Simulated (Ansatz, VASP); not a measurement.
## Hf: VASP beside Ansatz

```
Hf
1.0
     0.00000    3.31312    3.31312
     3.31312    0.00000    3.31312
     3.31312    3.31312    0.00000
Hf
2
Direct
  0.12500 0.12500 0.12500
  0.87500 0.87500 0.87500
```

Alike in both runs: functional revPBE; k mesh 9 × 9 × 9; occupations fermi-dirac, width 0.1 eV; no spin polarisation.

Ansatz relaxed the structure, and its values are those at the end. VASP's run is a single point on that final structure, the one shown.

```csv
,VASP,Ansatz
version,VASP 6.6.1,Ansatz 0.2.0
potentials or method,"VASP PAW PBE potentials, release 64 (Hf_pv)","plane waves (420 eV) with PAW, scalar-relativistic"
plane-wave cutoff (eV),520,420
valence electrons in the cell,20,52
```

Ansatz gave:

```
pressure (GPa) : 0.0
```

Question: Estimate VASP's values.

Answer: Pressure (GPa): -0.2.

The two sets of potentials don't hold the same shells in valence.

Caveats: the PAW data sets were made with another functional, which shifts forces and pressure a little (VASP). Spin-orbit coupling is left out, which matters for the levels of Hf.
